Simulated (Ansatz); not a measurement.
A run of Ansatz 0.2.0:

The input input.yaml:

```yaml
crystal:
  lattice:
    - [1.725725178, 0.9963478961, 3.1296800121]
    - [-1.725725178, 0.9963478961, 3.1296800121]
    - [0.0, -1.9926957921, 3.1296800121]
  atoms:
    - { symbol: P, position: [0.77291975, 0.77291975, 0.77291975] }
    - { symbol: P, position: [0.22708025, 0.22708025, 0.22708025] }
hamiltonian:
  xc: { exchange: pbe, correlation: pbe, exx: { coeff: 0.5, omega: 0.2 } }
  pseudopotentials: { kind: paw }
kpoints:
  mp_grid: { grid: [5, 5, 5] }
scf:
  occupations: { method: fermi_dirac, width: 0.05 }
output:
  forces: true
  stress: true
  eigenvalues: true
```

Potentials or basis: Ansatz PAW.

Run with:

```bash
$ ansatz run input.yaml --threads 2 --pin off --max-ram 5632MiB --backend cpu --events-out ev --progress --plain --runs-dir out
```

Hardware: 2 threads of Intel(R) Xeon(R) 6975P-C (Granite Rapids), on a shared host.

**Question.** Estimate the wall time of this run.

**Answer.** Run time: 4.9 s on 2 threads of Intel(R) Xeon(R) 6975P-C (Granite Rapids) (shared host), peak memory 0.55 GiB. Counts: scf iterations 16, plane waves 629, k points 19, bands 9.
